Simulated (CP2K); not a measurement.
Crystal: ZnS.

```xyz
2
Lattice="3.8212 0.0000 0.0000 1.9106 3.3093 0.0000 1.9106 1.1031 3.1200" Properties=species:S:1:pos:R:3 pbc="T T T"
Zn    5.7318    3.3093    2.3400
S     0.0000    0.0000    0.0000
```

Program: CP2K 2026.2. Alike in all runs: no spin polarisation; cell as given; k mesh 9 × 9 × 9.

Problem. Order these runs on this cell by their band gap on the k mesh, lowest first.
A. level r2SCAN+rVV10; potentials or basis POTENTIAL_UZH Zn GTH-SCAN-q12, S GTH-SCAN-q6; TZVP-MOLOPT-SCAN-GTH basis; smearing gaussian 0.01 eV; NGRIDS 5; CUTOFF of the grids 675 Ry; cutoff of the non-local correlation (Ry) 300
B. level PBEsol; potentials or basis POTENTIAL_UZH Zn GTH-PBE-q12, S GTH-PBE-q6; TZVP-MOLOPT-PBE-GTH basis; smearing gaussian 0.01 eV; NGRIDS 4; points a segment of the path (NPOINTS) 8; bands added on the path 4; CUTOFF of the grids 450 Ry
C. level revPBE; potentials or basis POTENTIAL_UZH Zn GTH-PBE-q12, S GTH-PBE-q6; TZVP-MOLOPT-PBE-GTH basis; smearing fermi-dirac 0.05 eV; NGRIDS 5; points a segment of the path (NPOINTS) 10; bands added on the path 4; CUTOFF of the grids 450 Ry

Solution. B (1.90 eV), C (2.18 eV), A (2.45 eV).

Caveats: the basis of atomic orbitals isn't converged, which shifts pressures, moduli and gaps.
